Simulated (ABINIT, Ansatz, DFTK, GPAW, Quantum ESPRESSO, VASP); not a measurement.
HgTe: 6 runs at one level of theory

```
Hg Te
1.0
     0.00000    3.21450    3.21450
     3.21450    0.00000    3.21450
     3.21450    3.21450    0.00000
Hg Te
1 1
Cartesian
  0.0000 0.0000 0.0000
  4.8217 4.8217 4.8217
```

Alike in all runs: task single point; functional PBE; k mesh 7 × 7 × 7; occupations fermi-dirac, width 0.05 eV; no spin polarisation; no spin-orbit coupling. Pressure is positive in compression and, in plane waves, holds the error of the finite cutoff, which Ansatz's Pulay term estimates and takes out.

```json
{"program and potentials": "DFTK, PseudoDojo SR PBE 0.4.1 standard (PBE)", "plane-wave cutoff (eV)": "1088", "notes": "18 valence electrons an atom on average", "pressure (GPa)": "4.61"}
{"program and potentials": "ABINIT, JTH PAW PBE v2.0", "plane-wave cutoff (eV)": "517", "notes": "9 valence electrons an atom on average", "pressure (GPa)": "4.79"}
{"program and potentials": "Ansatz, Ansatz PAW (earlier soft set)", "plane-wave cutoff (eV)": "420", "notes": "18 valence electrons an atom on average; Pulay term of +0.03 GPa included", "pressure (GPa)": "4.56"}
{"program and potentials": "Quantum ESPRESSO, SSSP 1.3 efficiency PBE", "plane-wave cutoff (eV)": "816", "notes": "13 valence electrons an atom on average", "pressure (GPa)": "4.71"}
{"program and potentials": "VASP, PBE PAW files Hg, Te, 520 eV", "plane-wave cutoff (eV)": "520", "notes": "9 valence electrons an atom on average", "pressure (GPa)": "4.64"}
{"program and potentials": "GPAW, GPAW PAW data sets (gpaw-data 1.2.1)", "plane-wave cutoff (eV)": "600", "notes": "12 valence electrons an atom on average", "pressure (GPa)": "4.51"}
```

The pressure spans 4.51 (GPAW, GPAW PAW data sets (gpaw-data 1.2.1)) to 4.79 GPa (ABINIT, JTH PAW PBE v2.0).

Differences between rows come from potentials, basis sets and numerical settings, since the functional is the same but for its coding. Runs on potential files found faulty are left out.

All six runs put the zinc-blende cell under clear compression, so PBE would prefer a larger volume. The real crystal has a lattice constant only slightly above the one used here and should need much less pressure to reach this volume. Most of the calculated pressure therefore probably reflects PBE's usual underbinding in heavy-element semiconductors: its gradient correction softens the Hg–Te bonds, and the missing dispersion between large, polarisable ions may add to the expansion.

The spread between the potentials is small beside this shared offset and does not follow the number of valence electrons. The two sets with 9 electrons an atom give 4.79 and 4.64 GPa, while the lowest value, 4.51 GPa, comes from a set with 12. Semicore treatment alone thus doesn't order the results. The agreement supports the PBE pressure at this volume, not its use as an experimental pressure scale, and it leaves open whether zinc blende or the denser cinnabar phase is favoured under such compression.
